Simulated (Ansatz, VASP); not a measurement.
# Si54C53O (O_C) in two plane-wave programs, part 2 of 2

Aim: how closely do two programs agree when they are given the same cell, functional and k mesh? Of the first pair: The structure shown is the start of the Ansatz relaxation below; VASP solves that cell, so the two are compared at the walk's first step.

VASP 6.6.1 and Ansatz 0.2.0.

So far. Step 3 (VASP: single point, r2SCAN, start cell, pair 1): The run ends at a pressure of -3.33 GPa, with forces up to 4.4 eV/Å.

### 6. VASP: single point, r2SCAN, relaxed atoms in a fixed cell, pair 2

Level of this step: r2SCAN; plane waves and PAW (Si, C, O) (VASP).

The same cell, functional and mesh now go to VASP, with its own data sets.

File INCAR:

```
SYSTEM = Si54C53O
PREC = Accurate
ENCUT = 580
EDIFF = 1E-06
NELM = 120
ISMEAR = 0
SIGMA = 0.01
LREAL = Auto
ALGO = Normal
METAGGA = R2SCAN
LASPH = .TRUE.
NELECT = 432
NBANDS = 296
LORBIT = 11
LWAVE = .FALSE.
LCHARG = .FALSE.
ISIF = 2
ISYM = 0
GGA_COMPAT = .FALSE.
EFERMI = MIDGAP
LMIXTAU = .TRUE.
NCORE = 2
```

File POSCAR:

```
Si54C53O
1.0
    9.2359949358      0.0000000000      0.0000000000
   -4.6179974679      7.9986062436      0.0000000000
    0.0000000000      0.0000000000     15.1078644000
Si C O
54 53 1
Direct
    0.1112977259      0.2220415978      0.8338242153
    0.2215851818      0.1105875284      0.3319443189
    0.2209091992      0.1110802950      0.6674628823
[... 1 atom line left out ...]
    0.9991428003      0.0015744670      0.4987648788
[... 2 atom lines left out ...]
    0.2216742707      0.4464547319      0.3319547125
    0.2209854056      0.4437463322      0.6674237214
[... 1 atom line left out ...]
    0.9991736661      0.3330279291      0.4987990476
[... 5 atom lines left out ...]
    0.0012570487      0.6682203623      0.4985818080
[... 1 atom line left out ...]
    0.4451173454      0.2223215489      0.8345660457
    0.5541288837      0.1106240135      0.3319616979
    0.5569050517      0.1111915691      0.6674153132
[... 1 atom line left out ...]
    0.3325342045      0.9995306922      0.4985766164
[... 1 atom line left out ...]
    0.4451457654      0.5556034917      0.8345721357
    0.5552662560      0.4453628379      0.3318367919
    0.5558749717      0.4449039148      0.6759663756
[... 1 atom line left out ...]
    0.3199146620      0.3273997330      0.4968276793
[... 2 atom lines left out ...]
    0.5542157171      0.7789696303      0.3319587200
    0.5569911373      0.7797717053      0.6674264032
[... 1 atom line left out ...]
    0.3326836781      0.6680959194      0.4985537133
[... 5 atom lines left out ...]
    0.6677195214      0.0015871798      0.4988031623
[... 1 atom line left out ...]
    0.7784240316      0.5556152205      0.8345732768
    0.8900133112      0.4465129524      0.3319584937
    0.8895653510      0.4438160159      0.6674172801
[... 1 atom line left out ...]
    0.6729954662      0.3278249224      0.4968192853
[... 2 atom lines left out ...]
    0.8900190403      0.7790191402      0.3319553328
    0.8896703012      0.7798186505      0.6674689074
[... 1 atom line left out ...]
    0.6732861662      0.6807352498      0.4968636804
[... 3 atom lines left out ...]
    0.1113835321      0.2223605656      0.7082799284
[... 1 atom line left out ...]
    0.2243424722      0.1129408820      0.5420388169
[... 5 atom lines left out ...]
    0.2244810572      0.4461646609      0.5420139223
[... 2 atom lines left out ...]
    0.9997977872      0.6679631964      0.3742965956
[... 5 atom lines left out ...]
    0.3326977777      0.0008710574      0.3742918351
    0.4449039816      0.2225629734      0.7069064266
[... 1 atom line left out ...]
    0.5546049617      0.1130702185      0.5420509566
[... 2 atom lines left out ...]
    0.3341139892      0.3350525987      0.3751925470
    0.4450049173      0.5557461315      0.7069077772
[... 3 atom lines left out ...]
    0.3327820449      0.6678951461      0.3742851728
[... 2 atom lines left out ...]
    0.5546584925      0.7763670354      0.5419981107
[... 3 atom lines left out ...]
    0.7782923149      0.2224229621      0.7082784454
[... 4 atom lines left out ...]
    0.6655841825      0.3351353427      0.3751879179
    0.7781964065      0.5558094312      0.7069126442
[... 1 atom line left out ...]
    0.8877860485      0.4461866322      0.5420485995
[... 2 atom lines left out ...]
    0.6655555065      0.6665202873      0.3752002970
    0.7783814140      0.8893484643      0.7082823460
[... 1 atom line left out ...]
    0.8878357868      0.7763996528      0.5420439160
[... 1 atom line left out ...]
    0.5554112034      0.4454688463      0.5402939650
```

File KPOINTS:

```
Points of the shifted mesh
1
Reciprocal
 0.2500000000  0.2500000000  0.2500000000 1
```

The projector-augmented-wave data sets are Si, C and O (PBE family, release 64).

Command:

```console
$ mpirun -np 8 vasp_std
```

What it wrote:

```text
[banner, memory and clock lines left out]
running    8 mpi-ranks, on    1 nodes
[...]
[... a notice as in an earlier step ...]

 LDA part: xc-table for (None), standard interpolation
 POSCAR, INCAR and KPOINTS ok, starting setup
[...]
entering main loop
       N       E                     dE             d eps       ncg     rms          rms(c)
DAV:   1     0.120124844377E+04    0.12012E+04   -0.21808E+05   592   0.149E+03
DAV:   2    -0.106295548238E+04   -0.22642E+04   -0.21330E+04   728   0.256E+02
DAV:   3    -0.122192307959E+04   -0.15897E+03   -0.15743E+03   728   0.630E+01
DAV:   4    -0.122536485499E+04   -0.34418E+01   -0.34295E+01   736   0.101E+01
DAV:   5    -0.122544778709E+04   -0.82932E-01   -0.82818E-01   720   0.153E+00BRMIX: very serious problems
 the old and the new charge density differ
 old charge density:   434.00000 new  432.00000
    0.671E+01
DAV:   6    -0.112289086603E+04    0.10256E+03   -0.28694E+02   688   0.232E+01    0.373E+01
DAV:   7    -0.106439318810E+04    0.58498E+02   -0.22719E+01   752   0.870E+00    0.148E+01
DAV:   8    -0.111786567491E+04   -0.53472E+02   -0.13841E+01   624   0.773E+00    0.107E+01
DAV:   9    -0.108851880906E+04    0.29347E+02   -0.44281E+00   640   0.452E+00    0.470E+00
[...]
DAV:  20    -0.106418408313E+04   -0.17264E-03   -0.59911E-04   624   0.622E-02    0.863E-02
DAV:  21    -0.106418410524E+04   -0.22104E-04   -0.22675E-05   720   0.822E-03    0.914E-02
DAV:  22    -0.106418410558E+04   -0.33998E-06   -0.39626E-07   408   0.134E-03
   1 F= -.10641841E+04 E0= -.10641841E+04  d E =0.000000E+00
```

Parts of OUTCAR (step 6):

```text
  FREE ENERGIE OF THE ION-ELECTRON SYSTEM (eV)
  ---------------------------------------------------
  free  energy   TOTEN  =     -1064.1841055781 eV

  energy  without entropy=    -1064.1841055781  energy(sigma->0) =    -1064.18410558
```

The run ends at a pressure of -4.18 GPa, with forces up to 0.042 eV/Å.

### 7. Differences

Both answers:

```tsv
quantity	Ansatz	VASP	difference
gap on the k mesh (eV)	2.425	2.427	-0.002
```

The largest component of a force difference here is 29 meV/Å. A gap on the mesh is an upper bound, since the band edges may lie between its points. VASP's last cycles still show a density residual of 9e-03, so its state may not be settled. The cell carries a charge of +2 e against a uniform background, so its pressure also hangs on how the neutralising background is counted, and in a defect's cell a gap may be the spacing between its levels.

### 8. Summary of results

```yaml
r_m_s_force_difference_single_point_r2scan_start_cell_pair_1: 0.57 % of the r.m.s. force
difference_in_gap_on_the_k_mesh_single_point_r2scan_relaxed_atoms_in_a_fixed_cell_pair_2: -0.0015 eV
```

**Reading.** The r.m.s. force difference is 0.57 % of the r.m.s. force (single point, r2SCAN, start cell, pair 1), within the 3 % picked in this series as the mark of a large difference. How closely two codes agree says nothing of how well the functional describes the real material.

[Lines on the potential files, build, host, timing and source positions are cut from VASP's logs without a mark.]

[Logs are printed without paths, hosts, clocks, repeated set-up lines and the standing remarks that a program may print on its own settings, such as how far it seeks lower states.]

[Hosts, paths, dates, database ids (printed as entryN), source tags and the programs' standing remarks are cut or masked in the printed files.]
